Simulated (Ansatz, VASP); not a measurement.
**Ir in VASP and in Ansatz**

```
Ir
1.0
    -1.53819    1.53819    1.53819
     1.53819   -1.53819    1.53819
     1.53819    1.53819   -1.53819
Ir
1
Direct
  0.00000 0.00000 0.00000
```

Alike in both runs: task relaxation of cell and atoms; functional PBEsol; k mesh 20 × 20 × 20; occupations gaussian, width 0.1 eV; no spin polarisation.

|  | VASP | Ansatz |
| --- | --- | --- |
| version | VASP 6.6.1 | Ansatz 0.2.0 |
| potentials or method | VASP PAW PBE potentials, release 64 (Ir) | scalar-relativistic, plane waves, PAW |
| plane-wave cutoff (eV) | 600 | 420 |
| valence electrons in the cell | 9 | 17 |

VASP gave:

* gap on the k mesh at the Fermi level, each at its own relaxed structure (eV): none
* relaxed volume (Å³/atom): 14.59
* relaxed cell length with the largest relative difference (Å): 2.666

Question: Which values does Ansatz return?

Answer: gap on the k mesh at the Fermi level, each at its own relaxed structure (eV): none; relaxed volume (Å³/atom): 14.55; relaxed cell length with the largest relative difference (Å): 2.664.

A gap of «none» marks a metal or a gap that the smearing closes. The two sets of potentials don't hold the same shells in valence.

Caveats: the PAW data sets were made with another functional, which shifts forces and pressure a little (VASP). The runs have no spin-orbit coupling, so splittings on Ir are missing.
